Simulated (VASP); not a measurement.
The system is SnO2.

```
CELL_PARAMETERS angstrom
-3.21549 3.37403 3.37394
3.21549 -3.37403 3.37394
3.21549 3.37403 -3.37394
ATOMIC_POSITIONS crystal
Sn 0.00008 0.25008 0.75000
Sn 0.99992 0.74992 0.25000
Sn 0.50000 0.50000 0.50000
Sn 0.50000 0.00000 0.00000
O 0.19374 0.19370 0.49996
O 0.69378 0.75004 0.94374
O 0.19374 0.69378 0.00004
O 0.30630 0.75004 0.55626
O 0.69370 0.24996 0.44374
O 0.30622 0.24996 0.05626
O 0.80626 0.30622 0.99996
O 0.80626 0.80630 0.50004
```

The cell is a database's computed one.

Base run:

```yaml
Program: VASP 6.6.1
Functional: TB-mBJ
Potentials_or_basis: VASP PAW PBE potentials, release 64 (Sn_d, O)
Cutoff: 520 eV
k_mesh: 6 × 6 × 6
Occupations: gaussian, width 0.02 eV
Spin: no spin polarisation
```

Its results: band gap on the k mesh 2.86 eV.

**Question.** The run is repeated on the same cell with these changes: functional from TB-mBJ to r2SCAN. What comes out?

**Answer.** Band gap on the k mesh 1.68 eV.

Caveats: spin-orbit coupling is left out, which moves the levels of the heavy elements.

Not every run made on this cell is shown here.
